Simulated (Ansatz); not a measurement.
# What DFT gives for BaTiO₃

```xyz
10
Lattice="-3.9861 2.8394 2.8491 0.0000 -2.8394 2.8491 -3.9861 -2.8394 -2.8491" Properties=species:S:1:pos:R:3 pbc="T T T"
Ba    0.0000    0.0000    0.0000
Ba   -3.9861    0.0000    0.0000
Ti   -1.9931   -2.8394    0.0815
Ti   -5.9792   -2.8394    0.0815
O    -3.9861   -2.8394   -0.0627
O    -3.9861    0.0000    2.7865
O    -1.9931   -4.2245    1.4151
O    -5.9792   -4.2245    1.4151
O    -1.9931   -1.4544    1.4151
O    -5.9792   -1.4544    1.4151
```

Single point in Ansatz 0.2.0 with r2SCAN, collinear spin. Cutoff 500 eV, PAW datasets, 3×5×3 Γ-centred k mesh, fermi-dirac filling (width 0.1247 eV).

The state carries no moments; the state need not be the lowest.

(1) Is it stable against the elements?

(2) Is there a gap, and of what kind?

(3) Where is the largest force?

(4) What is the character of the valence top and the conduction bottom?

Origin: a database entry at a rescaled volume. Caveats: the input typed no starting moments.

Answers

(1) -3.40 eV an atom against the elements' usual phases (free molecules for gases, crystals otherwise, with no correction for O₂ or N₂), so it is bound against them; other compounds may still compete. Relaxing would lower it.

(2) The gap is 2.28 eV, indirect or between spins (the least direct gap found is 2.32 eV). A semilocal functional usually gives too small a gap.

(3) The largest is on O9 (and as large on other atoms): 0.33 eV/Å, components (0.00, -0.09, -0.32). It makes 30° with the line to a nearest neighbour, Ti3 at 1.92 Å, pointing towards it.

(4) Within 0.7 eV of the edges, the states project mainly on O p (94 %) below the gap and on Ti d (90 %) above it.
